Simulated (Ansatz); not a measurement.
Ga2O3:

```
Ga O
1.0
     6.10700   -1.51855    0.00000
     6.10700    1.51855    0.00000
    -1.38599    0.00000    5.63001
Ga O
4 6
Direct
  0.34134 0.34134 0.68598
  0.65866 0.65866 0.31402
  0.90950 0.90950 0.20540
  0.09050 0.09050 0.79460
  0.50410 0.50410 0.74340
  0.49590 0.49590 0.25660
  0.82670 0.82670 0.43680
  0.17330 0.17330 0.56320
  0.83550 0.83550 0.89020
  0.16450 0.16450 0.10980
```

Base run:

- Program: Ansatz 0.2.0
- Functional: PBE
- Potentials or basis: Ansatz PAW
- Cutoff: 420 eV
- Density cutoff: 1680 eV
- k mesh: 9 × 9 × 5
- Occupations: fermi-dirac, width 0.05 eV
- Spin: no spin polarisation

Its results: band gap on the k mesh 2.44 eV, indirect (least direct gap 2.46 eV); pressure 9.6 GPa; largest force 0.219 eV/Å.

Problem. The run is repeated on the same cell with these changes: functional from PBE to RPBE. What comes out?

Solution. Band gap on the k mesh 2.54 eV, indirect (least direct gap 2.56 eV); pressure 14.6 GPa; largest force 0.303 eV/Å.

RPBE binds less tightly than PBE, so the same cell stands under more pressure.

Caveats: odd divisions of the mesh miss points on the zone boundary, where band edges often lie, so the gap on the mesh can be too wide (some runs); the potentials were made for another functional, which shifts forces and pressure (some runs); the PAW data sets come from PBE, with cores solved anew for the run's functional, which leaves a small shift of forces and pressure (some runs).

Not every run made on this cell is shown here.
